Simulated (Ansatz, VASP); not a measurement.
InSb in VASP and in Ansatz

```
In Sb
1.0
     0.00000    3.22506    3.22506
     3.22506    0.00000    3.22506
     3.22506    3.22506    0.00000
In Sb
1 1
Direct
  0.00000 0.00000 0.00000
  0.25000 0.25000 0.25000
```

Alike in both runs: functional LDA; k mesh 12 × 12 × 12; occupations gaussian, width 0.1 eV; no spin polarisation.

Ansatz relaxed the structure, and its values are those at the end. VASP's run is a single point on that final structure, the one shown.

|  | VASP | Ansatz |
| --- | --- | --- |
| version | VASP 6.6.1 | Ansatz 0.2.0 |
| potentials or method | VASP PAW LDA potentials, release 64 (In_d, Sb) | scalar-relativistic, plane waves, PAW |
| plane-wave cutoff (eV) | 520 | 420 |
| valence electrons in the cell | 18 | 28 |

|  | VASP | Ansatz | Ansatz less VASP |
| --- | --- | --- | --- |
| gap on the k mesh at the Fermi level (eV) | none | none | - |
| pressure (GPa) | 0.1 | 0.0 | -0.09 |

A gap of «none» marks a metal or a gap that the smearing closes. The two sets of potentials don't hold the same shells in valence.

Caveats: this crystal is a semiconductor, whose small gap the functional closes, so the metal is an error of the method. The runs have no spin-orbit coupling, so splittings on Sb are missing.
